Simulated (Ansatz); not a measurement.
TaS2

```
Ta S
1.0
     3.35000    0.00000    0.00000
    -1.67500    2.90119    0.00000
     0.00000    0.00000    5.86000
Ta S
1 2
Direct
  0.00000 0.00000 0.00000
  0.33333 0.66667 0.25000
  0.66667 0.33333 0.75000
```

Atoms are numbered in the order listed.

The geometry is COD entry 1537360, unchecked; take it as a test cell. It differs from other determinations.

Spin polarisation is left out, and whether a magnetic state lies lower isn't shown here.

Spin–orbit coupling is left out, though it moves levels of the heavy atoms by tenths of an eV or more.

Levels of theory: DFT, LDA, all-electron LAPW, scalar-relativistic (Ansatz 0.2.0); DFT, LDA, PAW with Ansatz's default frozen-core files, scalar-relativistic (Ansatz 0.2.0).

For LAPW: a Γ-centred 9×9×5 k mesh, Fermi–Dirac smearing of 0.03 eV, basis error target 1 meV/atom, no spin polarisation. PAW takes a cutoff of 420 eV at this cell (files made with PBE, cores remade for this functional). The Ansatz runs share mesh, smearing and spin set-up. Values come from LAPW unless marked.

```
Pressure at this cell                                                                                                  : 1.39 GPa
Band gap                                                                                                               : none: with an odd electron count and no spin polarisation the bands can't all be full, a metal in this set-up (spin order or a larger cell could open a gap)
Stress xx, yy, zz (compression positive)                                                                               : -0.30, -0.30, 4.78 GPa
Largest force                                                                                                          : 0.775 eV/Å on S2
Density of states at the Fermi level (0.2 eV bin)                                                                      : 2.17 states/eV per cell
Löwdin charges (with 0.19 e of the cell spilling out of the atomic basis, so their sizes and signs hang on that basis) : Ta1 0.51, S2 -0.16 e
Bader charges (from the PAW run)                                                                                       : Ta1 +1.75, S2 -0.88 e
Volume per atom                                                                                                        : 18.98 Å³
```
